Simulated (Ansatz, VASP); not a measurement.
**MgF2 (Sellaite) in VASP and in Ansatz**

```
Mg F
1.0
     4.55589    0.00000    0.00000
     0.00000    4.55589    0.00000
     0.00000    0.00000    3.01223
Mg F
2 4
Direct
  0.00000 0.00000 0.00000
  0.50000 0.50000 0.50000
  0.30297 0.30297 0.00000
  0.19703 0.80297 0.50000
  0.69703 0.69703 0.00000
  0.80297 0.19703 0.50000
```

Alike in both runs: functional LDA; k mesh 6 × 6 × 8; occupations gaussian, width 0.02 eV; no spin polarisation.

Ansatz relaxed the structure, and its values are those at the end. VASP's run is a single point on that final structure, the one shown.

```csv
,VASP,Ansatz
version,VASP 6.6.1,Ansatz 0.2.0
potentials or method,"VASP PAW LDA potentials, release 64 (Mg, F)","scalar-relativistic, plane waves, PAW"
plane-wave cutoff (eV),520,420
valence electrons in the cell,32,48
```

Ansatz gave:

| Item | Value |
| --- | --- |
| gap on the k mesh at the Fermi level (eV) | 7.09 |
| least direct gap on the mesh (eV) | 7.09 |
| pressure (GPa) | 0.0 |
| rms of the force components (eV/Å) | 0.001 |

Problem. Estimate VASP's values.

Solution. gap on the k mesh at the Fermi level (eV): 7.06; least direct gap on the mesh (eV): 7.06; pressure (GPa): -1.8; rms of the force components (eV/Å): 0.007.

The two sets of potentials don't hold the same shells in valence.

A k mesh can miss the band edges. As with any semilocal functional, this LDA gap is likely too small.
